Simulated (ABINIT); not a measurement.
Crystal: MnS.

```
Mn S
1.0
     0.00000    2.47346    2.47346
     2.47346    0.00000    2.47346
     2.47346    2.47346    0.00000
Mn S
1 1
Direct
  0.00000 0.00000 0.00000
  0.75000 0.75000 0.75000
```

The cell is a database's computed one.

```yaml
Program: ABINIT 10.8.3 (patched build)
Task: relaxation of cell and atoms
Functional: PBEsol
Potentials_or_basis: PseudoDojo NC SR PBEsol v0.4.1 standard
Cutoff: 1306 eV
k_mesh: 7 × 7 × 7
Occupations: fermi-dirac, width 0.05 eV
Spin: collinear spin, ferromagnetic start
Starting_moments: "[4.0, 0.0] μB"
```

At the start: pressure -3.0 GPa; volume 15.13 Å³/atom.

How do energy, volume and symmetry change on relaxing?

Over 4 steps the energy falls by 3.1 meV/atom and the volume is 14.82 Å³/atom (-2.1 %); space group F-43m (No. 216, to 0.05 Å); moment 0.28 μB per cell.

Step by step:
| step | energy change (eV) | largest force (eV/Å) | pressure (GPa) | volume (Å³) |
| --- | --- | --- | --- | --- |
| 1 | 0.0000 | 0.0000 | -3.04 | 30.27 |
| 2 | -0.0042 | 0.0000 | -1.74 | 29.98 |
| 3 | -0.0061 | 0.0000 | 0.05 | 29.62 |
| 4 | -0.0061 | 0.0000 | 0.00 | 29.63 |

Final structure:
```
CELL_PARAMETERS angstrom
0.00000 2.45607 2.45607
2.45607 0.00000 2.45607
2.45607 2.45607 0.00000
ATOMIC_POSITIONS crystal
Mn 0.00000 0.00000 0.00000
S 0.75000 0.75000 0.75000
```

Caveat: the moment fell far below its start of 4 μB, so a state of higher moment may lie lower in energy.
